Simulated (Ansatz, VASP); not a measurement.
Two plane-wave programs on TiO

```
Ti O
1.0
     4.95560    0.00000    0.00000
    -2.47780    4.29168    0.00000
     0.00000    0.00000    2.85403
Ti O
3 3
Direct
  0.00000 0.00000 0.00000
  0.33333 0.66667 0.50000
  0.66667 0.33333 0.50000
  0.00000 0.39444 0.00000
  0.39444 0.00000 0.00000
  0.60556 0.60556 0.00000
```

Change from the starting cell: volume scaled by 0.98.

Alike in both runs: task single point; functional PBEsol; k mesh 6 × 6 × 9; occupations fermi-dirac, width 0.05 eV; no spin polarisation.

|  | VASP | Ansatz |
| --- | --- | --- |
| version | VASP 6.6.1 | Ansatz 0.2.0 |
| potentials or method | VASP PAW PBE potentials, release 64 (Ti_sv, O) | Ansatz PAW |
| plane-wave cutoff (eV) | 520 | 420 |
| valence electrons in the cell | 54 | 54 |

```tsv
	VASP	Ansatz	Ansatz less VASP
gap on the k mesh at the Fermi level (eV)	none	none	-
pressure (GPa)	-0.4	-1.2	-0.76
largest component of the traceless stress (GPa)	1.27	1.22	-0.050
rms of the force components (eV/Å)	0.019	0.014	-0.0052
```

Atom by atom the forces differ by 0.005 eV/Å (rms over components). A gap of «none» marks a metal or a gap that the smearing closes.

Caveats: semilocal functionals often make such compounds metallic where correlation or magnetic order opens a gap, which also shifts bond lengths; the PAW data sets were made with another functional, which shifts forces and pressure a little (VASP); the pressure holds a Pulay correction of +0.6 GPa for the finite cutoff (Ansatz); the PAW data sets come from PBE, with cores solved anew for the run's functional, which leaves a small shift of forces and pressure (Ansatz).
